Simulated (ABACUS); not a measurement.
# GaAs (F-43m) in ABACUS: a series of runs, part 2 of 2

ABACUS 3.10.1. Earlier steps stand in the parts before.

## Step 4: Equation of state, PW91, 21.23 Å³/atom (volume scaled by 0.94)

Input file run_abacus.py:

```python
"""ABACUS run from a structure file: ASE reads it, the script writes STRU, KPT and INPUT."""
import re
import subprocess
from ase.io import read
from ase.units import Bohr

atoms = read("GaAs.xyz")
atoms = atoms[(-atoms.numbers).argsort(kind="stable")]  # ABACUS lists atoms element by element
pseudo = {'As': 'as_pbe_v1.uspp.F.UPF', 'Ga': 'ga_pbe_v1.4.uspp.F.UPF'}
orbital = {}
magmoms = None
kmesh = [6, 6, 6]
params = {
    'suffix': 'GaAs',
    'calculation': 'scf',
    'basis_type': 'pw',
    'pseudo_dir': './',
    'symmetry': 1,
    'dft_functional': 'GGA_X_PW91+GGA_C_PW91',
    'ecutwfc': 40,
    'pseudo_rcut': 10,
    'nspin': 1,
    'nbands': 16,
    'ks_solver': 'dav',
    'smearing_method': 'fd',
    'smearing_sigma': 0.00367493,
    'scf_thr': 1e-08,
    'scf_nmax': 100,
    'mixing_type': 'broyden',
    'mixing_beta': 0.7,
    'cal_force': 1,
    'cal_stress': 1,
    'ecutrho': 320,
    'kpar': 4,
}

symbols = atoms.get_chemical_symbols()
elements = list(dict.fromkeys(symbols))
lines = ["ATOMIC_SPECIES"] + [f"{e} {atoms.get_masses()[symbols.index(e)]:.4f} {pseudo[e]}" for e in elements]
if orbital:
    lines += ["", "NUMERICAL_ORBITAL"] + [orbital[e] for e in elements]
lines += ["", "LATTICE_CONSTANT", f"{1 / Bohr:.10f}", "", "LATTICE_VECTORS"]
lines += [" ".join(f"{x:.10f}" for x in v) for v in atoms.cell]
lines += ["", "ATOMIC_POSITIONS", "Direct"]
for e in elements:
    lines += ["", e, "0.0", str(symbols.count(e))]
    for i, p in enumerate(atoms.get_scaled_positions(wrap=False)):
        if symbols[i] == e:
            mag = "" if magmoms is None else " mag " + " ".join(str(x) for x in (magmoms[i] if isinstance(magmoms[i], list) else [magmoms[i]]))
            lines.append(" ".join(f"{x:.10f}" for x in p) + " 1 1 1" + mag)
open("STRU", "w").write("\n".join(lines) + "\n")
open("KPT", "w").write("K_POINTS\n0\nGamma\n%d %d %d 0 0 0\n" % tuple(kmesh))
open("INPUT", "w").write("INPUT_PARAMETERS\n" + "".join(f"{k:<20s}{v}\n" for k, v in params.items()))

done = subprocess.run(['mpirun', '-np', '4', 'abacus'])
if done.returncode:
    raise SystemExit(done.returncode)
log = open("OUT.GaAs/running_scf.log").read()
print("final energy (eV):", re.findall(r"FINAL_ETOT_IS (\S+)", log))
```

Input file GaAs.xyz:

```xyz
2
Lattice="0.0000000000 2.7691429914 2.7691429914 2.7691429914 0.0000000000 2.7691429914 2.7691429914 2.7691429914 0.0000000000" Properties=species:S:1:pos:R:3 pbc="T T T"
As     4.1537144871      4.1537144871      4.1537144871
Ga     0.0000000000      0.0000000000      0.0000000000
```

Potentials or basis: GBRV ultrasoft 1.5 PBE, plane waves.

On the command line:

```console
OMP_NUM_THREADS=1 python run_abacus.py > log
```

running log:

```text
ABACUS v3.10.1

               Atomic-orbital Based Ab-initio Computation at UStc

 ------------------------------------------------------------------------------------

 READING GENERAL INFORMATION
                           global_out_dir = OUT.GaAs/
                           global_in_card = INPUT
                               pseudo_dir = ./
                              orbital_dir =
                                    DSIZE = 4
                                    GSIZE = 1
[... 5 lines left out ...]

 READING ATOM TYPE 1
                               atom label = As
                      L=0, number of zeta = 1
                      L=1, number of zeta = 1
                      L=2, number of zeta = 1
             number of atom for this type = 1

 READING ATOM TYPE 2
                               atom label = Ga
                      L=0, number of zeta = 1
                      L=1, number of zeta = 1
                      L=2, number of zeta = 1
             number of atom for this type = 1

                        TOTAL ATOM NUMBER = 2
DIRECT COORDINATES
    atom                   x                   y                   z     mag                  vx                  vy                  vz
taud_As1            0.7500000000        0.7500000000        0.7500000000  0.0000        0.0000000000        0.0000000000        0.0000000000
taud_Ga1            0.0000000000        0.0000000000        0.0000000000  0.0000        0.0000000000        0.0000000000        0.0000000000

                          Volume (Bohr^3) = 286.591
                             Volume (A^3) = 42.4684

 Lattice vectors: (Cartesian coordinate: in unit of a_0)
                   +0            +2.76914            +2.76914
             +2.76914                  +0            +2.76914
             +2.76914            +2.76914                  +0
 Reciprocal vectors: (Cartesian coordinate: in unit of 2 pi/a_0)
            -0.180561           +0.180561           +0.180561
            +0.180561           -0.180561           +0.180561
            +0.180561           +0.180561           -0.180561
 The esolver type has been set to : ksdft_pw

                PAO radial cut off (Bohr) = 10

 Read in pseudopotential file is as_pbe_v1.uspp.F.UPF
                     pseudopotential type = US
          exchange-correlation functional = PBE
                 nonlocal core correction = 1
                        valence electrons = 5
                                     lmax = 2
                           number of zeta = 2
                     number of projectors = 6
                           L of projector = 0
                           L of projector = 0
                           L of projector = 1
                           L of projector = 1
                           L of projector = 2
                           L of projector = 2
 XC functional updated to : GGA_X_PW91+GGA_C_PW91
          exchange-correlation functional = GGA_X_PW91+GGA_C_PW91
                PAO radial cut off (Bohr) = 10

 Read in pseudopotential file is ga_pbe_v1.4.uspp.F.UPF
                     pseudopotential type = US
          exchange-correlation functional = PBE
                 nonlocal core correction = 1
                        valence electrons = 19
                                     lmax = 2
                           number of zeta = 4
                     number of projectors = 6
                           L of projector = 0
                           L of projector = 0
                           L of projector = 1
                           L of projector = 1
                           L of projector = 2
                           L of projector = 2
 XC functional updated to : GGA_X_PW91+GGA_C_PW91
          exchange-correlation functional = GGA_X_PW91+GGA_C_PW91
     initial pseudo atomic orbital number = 16

 SETUP THE ELECTRONS NUMBER
            electron number of element As = 5
      total electron number of element As = 5
[... 123 lines left out ...]
       2  0.16666667  0.16666667  0.16666667  0.0370       1
       3  0.33333333  0.33333333  0.33333333  0.0370       2
       4  0.50000000  0.50000000  0.50000000  0.0185       3
       5  0.16666667  0.16666667  0.00000000  0.0278       7
       6  0.33333333  0.33333333  0.16666667  0.1111       8
[... 8 lines left out ...]
      15  0.50000000  0.33333333 -0.33333333  0.1111      52
      16  0.50000000  0.33333333 -0.16666667  0.0556      58

                               nkstot now = 16
[... K-POINTS DIRECT COORDINATES: 16 rows ...]

           k-point number in this process = 4
       minimum distributed K point number = 4
[... stars of the k points ...]

[... K-POINTS CARTESIAN COORDINATES: 4 rows ...]

[... K-POINTS DIRECT COORDINATES: 4 rows ...]

 SETUP PLANE WAVES FOR WAVE FUNCTIONS
     energy cutoff for wavefunc (unit:Ry) = 40
              fft grid for wave functions = [ 30, 30, 30 ]
                    number of plane waves = 1471
                         number of sticks = 169

 PARALLEL PW FOR WAVE FUNCTIONS
     PROC   COLUMNS(POT)             PW
        1            169           1471
 --------------- sum -------------------
        1            169           1471

 SETUP NONLOCAL PSEUDOPOTENTIALS IN PLANE WAVE BASIS
 As non-local projectors:
 projector 1 L=0
 projector 2 L=0
 projector 3 L=1
 projector 4 L=1
 projector 5 L=2
 projector 6 L=2
 Ga non-local projectors:
 projector 1 L=0
 projector 2 L=0
 projector 3 L=1
 projector 4 L=1
 projector 5 L=2
 projector 6 L=2
      TOTAL NUMBER OF NONLOCAL PROJECTORS = 36

 Init Non-Local PseudoPotential table :
 Init Non-Local-Pseudopotential done.

                                     npwx = 1243

 Make real space PAO into reciprocal space.
       max mesh points in Pseudopotential = 697
     dq(describe PAO in reciprocal space) = 0.01
                                    max q = 763

 number of pseudo atomic orbitals for As is 2
WARNING: norm of atomic wavefunction # 2 of atomic type As is 0.999959, renormalized

 number of pseudo atomic orbitals for Ga is 4
WARNING: norm of atomic wavefunction # 4 of atomic type Ga is 0.999965, renormalized

 -------------------------------------------
 SELF-CONSISTENT
 -------------------------------------------
                                 init_chg = atomic

 PW ALGORITHM --------------- ION=   1  ELEC=   1--------------------------------

 Density error is 7.05603182845
                          Error Threshold = 0.01
----------------------------------------------------------
     Energy           Rydberg                 eV
----------------------------------------------------------
 E_KohnSham     -451.6492281260      -6145.0029998149
 E_Harris       -522.9259112007      -7114.7720241710
 E_Fermi        0.7496236179         10.1991525588
----------------------------------------------------------
[... 111 lines left out ...]
 Density error is 2.55801402357e-10
                          Error Threshold = 8.65600899045e-11
----------------------------------------------------------
     Energy           Rydberg                 eV
----------------------------------------------------------
 E_KohnSham     -456.0074660168      -6204.2998683698
 E_KS(sigma->0) -456.0074659621      -6204.2998676250
 E_Harris       -456.0078230587      -6204.3047261739
 E_band         -41.6271033167       -566.3657963414
 E_one_elec     -400.8110708731      -5453.3143853560
 E_Hartree      209.0552314348       2844.3423442226
 E_xc           -80.5947090272       -1096.5472714215
 E_Ewald        -183.6569174419      -2498.7805543253
 E_entropy(-TS) -0.0000001095        -0.0000014897
 E_descf        0.0000000000         0.0000000000
 E_exx          0.0000000000         0.0000000000
 E_Fermi        0.6279884081         8.5442206278
----------------------------------------------------------

 charge density convergence is achieved
 final etot is -6204.2998684 eV
 EFERMI = 8.5442206278 eV

 STATE ENERGY(eV) AND OCCUPATIONS    NSPIN == 1
 1/4 kpoint (Cartesian) = 0.0000 0.0000 0.0000 (1243 pws)
       1       -86.3984     0.00925926
       2       -86.3984     0.00925926
       3       -86.3984     0.00925926
       4       -6.86607     0.00925926
       5       -6.86607     0.00925926
       6       -6.86607     0.00925926
[... 8 lines left out ...]
      15        11.7964    5.22933e-31
      16        11.7964    5.22933e-31
[... 41 lines left out ...]
       4       -6.96998      0.0370370
       5       -6.84219      0.0370370
       6       -6.84219      0.0370370
[... 8 lines left out ...]
      15        12.7071    2.57018e-38
      16        15.8786    7.29932e-66

------------------------------------------------------------------------------------------
 TOTAL-FORCE (eV/Angstrom)
------------------------------------------------------------------------------------------
                       As1         0.0000000000         0.0000000000         0.0000000000
                       Ga1         0.0000000000         0.0000000000         0.0000000000
------------------------------------------------------------------------------------------

----------------------------------------------------------------
 TOTAL-STRESS (KBAR)
----------------------------------------------------------------
        83.1752251265         0.0000000000        -0.0000000000
        -0.0000000000        83.1752251265        -0.0000000000
         0.0000000000        -0.0000000000        83.1752251265
----------------------------------------------------------------
 TOTAL-PRESSURE: 83.175225 KBAR

 --------------------------------------------
 !FINAL_ETOT_IS -6204.2998683698424429 eV
 --------------------------------------------
```

It took 19 s on 4 MPI ranks of Intel Xeon Platinum 8488C (Sapphire Rapids), shared host; peak memory 0.64 GiB.

What came out:

```yaml
Free_energy: -6204.2999 eV
Pressure: 8.3 GPa
Band_gap_on_the_k_mesh: 0.94 eV, direct
```

Caveat: the potentials were made for another functional, which shifts forces and pressure.

## Step 5: Equation of state, PW91, 22.14 Å³/atom (volume scaled by 0.98)

run_abacus.py is that of step 4.

Input file GaAs.xyz:

```xyz
2
Lattice="0.0000000000 2.8078772807 2.8078772807 2.8078772807 0.0000000000 2.8078772807 2.8078772807 2.8078772807 0.0000000000" Properties=species:S:1:pos:R:3 pbc="T T T"
As     4.2118159210      4.2118159210      4.2118159210
Ga     0.0000000000      0.0000000000      0.0000000000
```

On the command line:

```console
OMP_NUM_THREADS=1 python run_abacus.py > log
```

Run time: 19 s. Hardware: 4 MPI ranks of Intel Xeon Platinum 8488C (Sapphire Rapids), shared host; peak memory 0.68 GiB.

It converged, with:

| Item | Value |
| --- | --- |
| Free energy | -6204.3769 eV |
| Pressure | 4.5 GPa |
| Band gap on the k mesh | 0.61 eV, direct |

Caveat: the potentials were made for another functional, which shifts forces and pressure.

## Step 6: Equation of state, PW91, 23.04 Å³/atom (volume scaled by 1.02)

run_abacus.py is that of step 5.

Input file GaAs.xyz:

```xyz
2
Lattice="0.0000000000 2.8455714065 2.8455714065 2.8455714065 0.0000000000 2.8455714065 2.8455714065 2.8455714065 0.0000000000" Properties=species:S:1:pos:R:3 pbc="T T T"
As     4.2683571098      4.2683571098      4.2683571098
Ga     0.0000000000      0.0000000000      0.0000000000
```

Potentials or basis: GBRV ultrasoft 1.5 PBE, plane waves.

On the command line:

```console
OMP_NUM_THREADS=1 python run_abacus.py > log
```

It took 19 s on 4 MPI ranks of Intel Xeon Platinum 8488C (Sapphire Rapids), shared host; peak memory 0.68 GiB.

Results (log left out):

| Item | Value |
| --- | --- |
| Free energy | -6204.4151 eV |
| Pressure | 1.4 GPa |
| Band gap on the k mesh | 0.31 eV, direct |

Caveat: the potentials were made for another functional, which shifts forces and pressure.

## Step 7: Equation of state, PW91, 23.94 Å³/atom (volume scaled by 1.06)

run_abacus.py is that of step 6.

Input file GaAs.xyz:

```xyz
2
Lattice="0.0000000000 2.8822925071 2.8822925071 2.8822925071 0.0000000000 2.8822925071 2.8822925071 2.8822925071 0.0000000000" Properties=species:S:1:pos:R:3 pbc="T T T"
As     4.3234387606      4.3234387606      4.3234387606
Ga     0.0000000000      0.0000000000      0.0000000000
```

On the command line:

```console
OMP_NUM_THREADS=1 python run_abacus.py > log
```

Run time: 20 s. Hardware: 4 MPI ranks of Intel Xeon Platinum 8488C (Sapphire Rapids), shared host; peak memory 0.72 GiB.

It converged, with:

```yaml
Free_energy: -6204.4226 eV
Pressure: -0.9 GPa
Band_gap_on_the_k_mesh: none (metal or under the smearing width)
```

Caveat: the potentials were made for another functional, which shifts forces and pressure.

## Step 8: Equation of state, PW91

No new run: the results of the series are fitted here.

Results:

| Property | Result |
| --- | --- |
| Equilibrium volume | 23.74 Å³/atom |
| Bulk modulus | 59 GPa |
| Pressure derivative of the bulk modulus | 5.3 (rough: it moves with the points fitted) |

Energy against volume, from the lowest point:
| volume (Å³/atom) | energy (meV/atom) |
| --- | --- |
| 21.234 | 61.37 |
| 22.138 | 22.83 |
| 23.041 | 3.77 |
| 23.945 | 0.00 |

Caveat: the potentials were made for another functional, which shifts forces and pressure.

## Step 9: How close it comes

Step 2. A measured gap of GaAs is 1.412 eV (direct; 300 K; “Evidence of valence band perturbations in GaAsN/GaAs(001): A combined variable-angle spectroscopic ellipsometry and modulated photoreflectance investigation”, 2008, arxiv:0805.2212); the calculated 0.51 eV misses it by -0.90 eV. 3 values of this kind are on record (1.412 to 1.51 eV); this one was drawn at random among those near their median, those with a stated uncertainty first. Spin-orbit coupling on As, Ga is left out. The value is that of PBE, without temperature or zero-point motion. Semilocal functionals fall short of measured gaps as a rule.

Step 3. A measured gap of GaAs is 1.412 eV (direct; 300 K; “Evidence of valence band perturbations in GaAsN/GaAs(001): A combined variable-angle spectroscopic ellipsometry and modulated photoreflectance investigation”, 2008, arxiv:0805.2212); the calculated 0.46 eV misses it by -0.95 eV. 3 values of this kind are on record (1.412 to 1.51 eV); this one was drawn at random among those near their median, those with a stated uncertainty first. Spin-orbit coupling on As, Ga is left out. The value is that of PW91, without temperature or zero-point motion. Semilocal functionals fall short of measured gaps as a rule.
